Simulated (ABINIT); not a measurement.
## Ge: single point with PBEsol

**What was measured.**

From “Electronic and optical properties of SixGe1-x-ySny alloys lattice-matched to Ge”, 2021, arxiv:2109.02782, for a bulk crystal of Ge at 293 K: band gap 0.666 eV (indirect).

Ge:

```
Ge
1.0
     0.00000    2.82891    2.82891
     2.82891    0.00000    2.82891
     2.82891    2.82891    0.00000
Ge
2
Direct
  0.75000 0.75000 0.75000
  0.50000 0.50000 0.50000
```

| Property | Result |
| --- | --- |
| Program | ABINIT 10.8.3 (patched build) |
| Task | single point |
| Functional | PBEsol |
| Potentials or basis | PseudoDojo NC SR PBEsol v0.4.1 standard |
| Cutoff | 952 eV |
| k mesh | 6 × 6 × 6 |
| Occupations | fermi-dirac, width 0.05 eV |
| Spin | no spin polarisation |

```
Pressure                                              : -1.2 GPa
Band gap on the k mesh                                : none (metal or under the smearing width)
Valence electrons inside the program's atomic spheres : Ge 11.56 (radii [1.0584] Å)
```

Levels at points of the mesh, in eV from the Fermi level:
```tsv
k point	band 11	band 12	band 13	band 14	band 15	band 16	band 17	band 18
(0.00, 0.00, 0.00)	-12.82	-0.04	-0.02	-0.02	-0.02	2.51	2.51	2.51
(0.50, 0.00, 0.00)	-10.72	-7.65	-1.43	-1.43	0.10	3.68	3.68	6.96
(0.50, 0.50, 0.00)	-8.92	-8.92	-3.11	-3.11	0.64	0.64	9.46	9.46
```

Run time: 24 s on 1 thread of Arm Neoverse V2, on a shared host, peak memory 0.09 GiB.

A measured gap of Ge is 0.666 eV (indirect; 293 K; “Electronic and optical properties of SixGe1-x-ySny alloys lattice-matched to Ge”, 2021, arxiv:2109.02782); the calculated 0.00 eV misses it by -0.67 eV. 3 values of this kind are on record (0.666 to 0.807 eV); this one was drawn at random among those near their median. Spin-orbit coupling on Ge is left out. The value is that of PBEsol on a finite k mesh, which can miss the band edges, without temperature or zero-point motion. Semilocal functionals fall short of measured gaps as a rule.

Caveat: this crystal is a semiconductor, whose small gap the functional closes, so the metal is an error of the method.
